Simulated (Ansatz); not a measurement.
# Notes on BaTe

```xyz
2
Lattice="0.0000 3.4795 3.4795 3.4795 0.0000 3.4795 3.4795 3.4795 0.0000" Properties=species:S:1:pos:R:3 pbc="T T T"
Ba    0.0000    0.0000    0.0000
Te    3.4795    3.4795    3.4795
```

The numbers come from plane-wave PAW DFT (Ansatz): PBE, no spin polarisation, 420 eV, 6×6×6 Γ-centred k points, fermi-dirac occupations (width 0.1 eV). Nothing was relaxed.

Q: Describe some of the short contacts.

A: Ba–Te at 3.48 Å: least valence density 0.13 e/Å³ and ELF 0.15 there, a closed-shell (ionic or weak) contact. Both are smooth PAW fields, read partly inside the augmentation spheres.

Q: Give the Bader charges.

A: Bader charges in e: Ba +1.34, Te -1.34. In the mean Ba gives up most and Te takes most.

Q: Is the cell too large or too small?

A: The pressure is 1.4 GPa (compression positive), so with the atoms held at these fractions the cell would first expand.

Q: What is the band gap?

A: The gap is 1.56 eV, indirect (the least direct gap found is 1.92 eV). A semilocal functional usually gives too small a gap.

Origin: a database entry at a rescaled volume. Caveats: no spin-orbit coupling, which can shift this gap by tenths of an eV.
